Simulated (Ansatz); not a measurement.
Below is a relaxed structure of Be. The cell was found from a structure generator's guess, not taken from experiment.

Level of theory: DFT PBE, scalar-relativistic, plane waves, PAW (Ansatz). Cutoff 420 eV, Γ-centred mesh, Gaussian smearing, no spin polarisation.

```
Be
1.0
    -2.19444    2.19444    1.79052
     2.19444   -2.19444    1.79052
     2.19444    2.19444   -1.79052
Be
4
Cartesian
  2.8944 0.7000 0.0000
  1.4944 0.7000 1.7905
  0.7000 1.4944 0.0000
  -0.7000 1.4944 1.7905
```

Energies count from the standard state of Be at the same level.

Question: What space group does it have?

Answer: I4/mcm (No. 140). Conventional cell: a = 4.389 Å, c = 3.581 Å. Be is surrounded by 1 Be at 1.98 Å, 2 Be at 2.11 Å and 8 Be at 2.27–2.33 Å.

Question: How far does it lie from the standard state of Be?

Answer: +0.12 eV/atom. So it is a metastable form at best.

Question: Is it a metal?

Answer: Yes, bands cross the Fermi level on the 16×16×16 mesh.

The last run used a 16×16×16 mesh for its 4-atom cell and Gaussian smearing of 0.10 eV. This cell was reached by moving the atoms of another relaxed cell at random and relaxing again, last within the group found; it had no such test of its own.
